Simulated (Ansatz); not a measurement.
## LaAlO$_{3}$ (space group R-3c, No. 167)

LaAlO$_{3}$ has the trigonal space group R-3c, hexagonal axes (No. 167), Pearson symbol hR10. Cell: a = b = 5.353 Å, c = 13.048 Å, α = β = 90.00°, γ = 120.00°. La on 6a has 3 O at 2.485 Å and 6 O at 2.675 Å and 3 O at 2.868 Å. Al on 6b sees 6 O at 1.899 Å (octahedral). O on 18e has 2 Al at 1.899 Å and 1 La at 2.485 Å and 2 La at 2.675 Å and 1 La at 2.868 Å (octahedral). (Neighbours: up to the widest gap in distance over summed covalent radii, below 1.35, at either atom; cation-cation and far metal-metal contacts left out.)
(The calculation used a cell of 10 atoms; values per cell refer to that cell.)

Computed with PBEsol (Ansatz, a first-principles code, PAW, scalar-relativistic without spin-orbit coupling), earlier PAW set. Γ-centred 8×8×8 mesh, Fermi–Dirac width 0.05 eV.

The volume per atom is 10.79 Å³ and the density is 6.58 g/cm³. The band gap is 3.94 eV, indirect, F → Γ. The lowest conduction-band minima above the VBM is Γ 3.94 eV and the total energy comes out as -1675.577 eV/atom (σ→0; compares only within this code and set-up).

Whether these cells are dynamically stable was not tested.
